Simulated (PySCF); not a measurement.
Compound: diethylzinc, C₄H₁₀Zn (singlet state).
Numbering: `[CH3:1][CH2:2][Zn:3][CH2:4][CH3:5]`

Structure used (PBE0-D3(BJ)/def2-SVP), in Å, numbered top down from 1:
```xyz
15
C4H10Zn angstrom
C     -2.9378   -0.2970   -0.0690
C     -1.8292    0.6772   -0.4626
Zn    -0.0011   -0.0255   -0.3630
C      1.8293   -0.7210   -0.2501
C      2.9339    0.3320   -0.1814
H     -2.8259   -0.6585    0.9667
H     -2.9541   -1.1905   -0.7147
H     -3.9412    0.1595   -0.1369
H     -1.8776    1.5815    0.1713
H     -1.9945    1.0406   -1.4936
H      1.9953   -1.3861   -1.1175
H      1.8836   -1.3837    0.6330
H      3.9388   -0.1191   -0.1007
H      2.9488    0.9763   -1.0760
H      2.8183    1.0011    0.6872
```

The computed photoelectron lines, unassigned: C 1s: 289.39 (area 2), 290.34 (area 2) eV.

Theory: delta-SCF UKS SCAN, pcX-2 on the ionised atom, pcseg-1 elsewhere, spin-free X2C in PySCF. Isolated species at its PBE0-D3(BJ)/def2-SVP geometry, gas phase.

(1) Assign the C 1s lines to atoms.

Results:

(1) 289.39 eV: C2/C4 (chain CH2 carbon); 290.34 eV: C1/C5 (methyl carbon). Lowest listed C 1s: C2/C4, bonded to C, 2 H and Zn. Highest, 0.95 eV above it: C1/C5, bonded to C and 3 H.

Bonded neighbours of each site: C1/C5: C and 3 H; C2/C4: C, 2 H and Zn.

What is the longest wavelength that can ionise C 1s of C2/C4 vertically?

λ = hc/E = 12398.42 eV Å / 289.39 eV = 42.843 Å.

The first atom of each set that the bonding makes equivalent was ionised and stands for the set. No level of zinc is listed.
